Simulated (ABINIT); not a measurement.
Here is an ABINIT 10.8.3 (patched build) calculation.

File run.abi:

```
ndtset 2

pp_dirpath "./"
pseudos "Zr.GGA_PBE-JTH.xml, B.GGA_PBE-JTH.xml"

acell 5.9904318151 5.9904318151 6.6764023983
rprim
     1.0000000000     0.0000000000     0.0000000000
    -0.5000000000     0.8660254038     0.0000000000
     0.0000000000     0.0000000000     1.0000000000
ntypat 2
znucl 40 5
natom 3
typat 1 2 2
xcart
     0.0000000000     0.0000000000     0.0000000000
     1.5850000002     0.9151001766     1.7665000000
    -0.0000000002     1.8302003534     1.7665000000 Angstrom

ecut 17.0
pawecutdg 34.0

ixc -150130

occopt 3
tsmear 0.00183747

nstep 100

iomode 3
prtwf 0
prteig 0
prtebands 0
enunit 1
prtden1 1
prtvha1 1
prtvclmb1 1
prtpot1 1

kptopt1 1
ngkpt1 10 10 8
nshiftk1 1
shiftk1 0.0 0.0 0.0
nband1 13
tolvrs1 1.0e-9

iscf2 -2
getden2 1
nband2 17
nbdbuf2 2
tolwfr2 1.0e-12
kptopt2 -7
ndivsm2 8
prteig2 1
kptbounds2
     0.0000000000     0.0000000000     0.0000000000
     0.5000000000     0.0000000000     0.0000000000
     0.3333333333     0.3333333333     0.0000000000
     0.0000000000     0.0000000000     0.0000000000
     0.0000000000     0.0000000000     0.5000000000
     0.5000000000     0.0000000000     0.5000000000
     0.3333333333     0.3333333333     0.5000000000
     0.0000000000     0.0000000000     0.5000000000
```

Potentials or basis: JTH PAW PBE v2.0.

Run with:

```sh
$ abinit run.abi > log 2>&1
```

(1) Estimate the band gap on the k mesh.

(2) Estimate the pressure.

Results:

(1) none (metal or under the smearing width).

(2) -5.4 GPa.

Caveat: the PAW data sets were made with another functional, which shifts forces and pressure a little.
